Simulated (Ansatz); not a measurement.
# H started in the widest void in cubic perovskite BaZrO3, 41 atoms, charge −1

All numbers come from Ansatz (PAW, plane waves, no spin–orbit coupling) at the single k point (¼, ¼, ¼) without its symmetry partners. The atoms were relaxed with PBEsol in a fixed cell; other functionals are single points on those atoms unless said otherwise. The valence top and gap of the host come from its small cell on a dense mesh, with the band extrema sought between the mesh points, lined up by the mean potential, PBEsol gap 3.17 eV, HSE06 gap 4.74 eV. The charge correction uses an assumed dielectric constant of 40.

Relaxed structure:

```cif
data_structure
_symmetry_space_group_name_H-M 'P 1'
_symmetry_Int_Tables_number 1
_cell_length_a 8.3620
_cell_length_b 8.3620
_cell_length_c 8.3620
_cell_angle_alpha 90.000
_cell_angle_beta 90.000
_cell_angle_gamma 90.000
_cell_volume 584.69
loop_
_atom_site_label
_atom_site_type_symbol
_atom_site_fract_x
_atom_site_fract_y
_atom_site_fract_z
_atom_site_occupancy
Ba1 Ba 0.01067 0.00532 0.00699 1
Ba2 Ba 0.00712 0.00254 0.50173 1
Ba3 Ba 0.00333 0.49850 0.99970 1
Ba4 Ba 0.98693 0.50877 0.50986 1
Ba5 Ba 0.48950 0.00658 0.00695 1
Ba6 Ba 0.50300 0.99809 0.49889 1
Ba7 Ba 0.49633 0.50019 0.00110 1
Ba8 Ba 0.51087 0.50875 0.50706 1
Zr1 Zr 0.25050 0.26522 0.26630 1
Zr2 Zr 0.25092 0.24686 0.75148 1
Zr3 Zr 0.25057 0.75099 0.24748 1
Zr4 Zr 0.25037 0.75082 0.75137 1
Zr5 Zr 0.75077 0.25420 0.25457 1
Zr6 Zr 0.75060 0.25064 0.75463 1
Zr7 Zr 0.75055 0.75402 0.25068 1
Zr8 Zr 0.75024 0.75482 0.75546 1
O1 O 0.23576 0.24138 0.00159 1
O2 O 0.26578 0.18352 0.51124 1
O3 O 0.27302 0.76359 0.99614 1
O4 O 0.23241 0.75168 0.49850 1
O5 O 0.76693 0.25371 0.00518 1
O6 O 0.73575 0.25460 0.50479 1
O7 O 0.72918 0.75291 0.00242 1
O8 O 0.76565 0.75283 0.50245 1
O9 O 0.00120 0.25499 0.27451 1
O10 O 0.00008 0.26420 0.73720 1
O11 O 0.99945 0.75655 0.23316 1
O12 O 0.99907 0.73566 0.76802 1
O13 O 0.49975 0.26337 0.24635 1
O14 O 0.50137 0.23839 0.76970 1
O15 O 0.50076 0.74768 0.27042 1
O16 O 0.50064 0.76126 0.73113 1
O17 O 0.25297 0.00091 0.24108 1
O18 O 0.23157 0.99551 0.76502 1
O19 O 0.24769 0.51007 0.18507 1
O20 O 0.26260 0.49790 0.75236 1
O21 O 0.74506 0.00461 0.25369 1
O22 O 0.76424 0.00210 0.75280 1
O23 O 0.75461 0.50422 0.25529 1
O24 O 0.73832 0.50199 0.75206 1
H1 H 0.24515 0.42982 0.43241 1
```

Chemical potentials μ are those of reference phases of the elements at zero temperature by the same functional (the usual solids, diamond for C, grey Sn, and the molecules H2, N2, O2, F2, Cl2, Br2 and S8).

```
functional  E(defect) − E(host) − Σ nμ + q·E_VBM (eV)  monopole (eV)  alignment (eV)  formation energy at E_F = VBM (eV)  moment (μB)                         wall time, shared host
    PBEsol                                       4.40           0.06            0.02                                4.48  0 (no spin)  46 s on 7 threads of Neoverse-V2 (relaxation)
```

Question: Estimate the formation energy and moment that HSE06 gives on these atoms.

Answer: 5.88 eV at E_F = VBM (5.80 eV before the monopole term 0.06 eV and the alignment 0.02 eV), moment 0 (no spin).

Question: How does the monopole term follow by hand for this cubic cell?

Answer: q²·α·e²/(4πε₀)/(2εL) with the Madelung constant α = 2.837 and e²/4πε₀ = 14.40 eV·Å: 1 × 2.837 × 14.40 / (2 × 40 × 8.362) = 0.06 eV.

HSE06 one-electron levels near the gap (the ten most localised at most), from the host's valence top, not corrected for the charge's images:

```tsv
level (eV)	spin	filling	atoms sharing it	element of the atom with most weight
-0.27	both	2.00	16.7	spread
-0.25	both	2.00	16.8	spread
-0.24	both	2.00	16.6	spread
0.13	both	2.00	7.9	O
1.46	both	2.00	4.2	H
```

All elements are taken at their own reference at once; growth conditions in equilibrium with the host shift these energies, by up to the host's formation enthalpy.

The ideal cubic host may itself distort, and that gain is in these energies.

One k point and a cell of this size can leave errors of several tenths of an eV in such numbers.
